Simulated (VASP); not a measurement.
A run of VASP 6.6.1:

The input run.py:

```python
from ase.calculators.vasp import Vasp
from ase.dft.bandgap import bandgap
from ase.io import read

atoms = read('KF.cif', primitive_cell=True, subtrans_included=False)
calc = Vasp(
    directory='calc',
    xc='pbesol',
    pp='PBE',
    setups='materialsproject',
    prec='Accurate',
    encut=520,
    ediff=1e-06,
    ismear=0,
    sigma=0.02,
    lreal=False,
    lasph=True,
    nelm=100,
    algo='Normal',
    isif=2,
    lwave=False,
    lcharg=False,
    kpts=[8, 8, 8],
    gamma=True,
)
atoms.calc = calc

print('energy (eV):', atoms.get_potential_energy())
print('free energy (eV):', atoms.get_potential_energy(force_consistent=True))
print('forces (eV/A):')
print(atoms.get_forces())
print('stress (eV/A^3, Voigt):', atoms.get_stress())
print('Fermi level (eV):', calc.get_fermi_level())
gap, top, bottom = bandgap(calc)
print('band gap (eV):', gap, 'from (spin, k, band)', top, 'to', bottom)
```

File KF.cif:

```cif
data_KF
_cell_length_a 3.25895500
_cell_length_b 3.25895500
_cell_length_c 3.25895500
_cell_angle_alpha 90.00000000
_cell_angle_beta 90.00000000
_cell_angle_gamma 90.00000000
_space_group_name_H-M_alt 'Pm-3m'
_space_group_name_Hall '-P 4 2 3'
_space_group_IT_number 221
loop_
_space_group_symop_operation_xyz
'x,y,z'
'-x,-y,-z'
'-y,x,z'
'y,-x,-z'
'-x,-y,z'
'x,y,-z'
'y,-x,z'
'-y,x,-z'
'x,-y,-z'
'-x,y,z'
'-y,-x,-z'
'y,x,z'
'-x,y,-z'
'x,-y,z'
'y,x,-z'
'-y,-x,z'
'z,x,y'
'-z,-x,-y'
'z,-y,x'
'-z,y,-x'
'z,-x,-y'
'-z,x,y'
'z,y,-x'
'-z,-y,x'
'-z,x,-y'
'z,-x,y'
'-z,-y,-x'
'z,y,x'
'-z,-x,y'
'z,x,-y'
'-z,y,x'
'z,-y,-x'
'y,z,x'
'-y,-z,-x'
'x,z,-y'
'-x,-z,y'
'-y,z,-x'
'y,-z,x'
'-x,z,y'
'x,-z,-y'
'-y,-z,x'
'y,z,-x'
'-x,-z,-y'
'x,z,y'
'y,-z,-x'
'-y,z,x'
'x,-z,y'
'-x,z,-y'
loop_
_atom_site_label
_atom_site_type_symbol
_atom_site_symmetry_multiplicity
_atom_site_Wyckoff_symbol
_atom_site_fract_x
_atom_site_fract_y
_atom_site_fract_z
_atom_site_occupancy
K1 K 1 a 0.0000000000 0.0000000000 0.0000000000 1
F1 F 1 b 0.5000000000 0.5000000000 0.5000000000 1
```

Potentials or basis: VASP PAW PBE potentials, release 64 (K_sv, F).

The run is started by

```sh
$ python run.py
```

Hardware: 1 thread of AMD EPYC 9R45 (Zen 5) (shared host).

Estimate the wall time of this run.

It took 8.6 s on 1 thread of AMD EPYC 9R45 (Zen 5) (shared host), peak memory 0.11 GiB. Counts: scf iterations 13, k points 35.
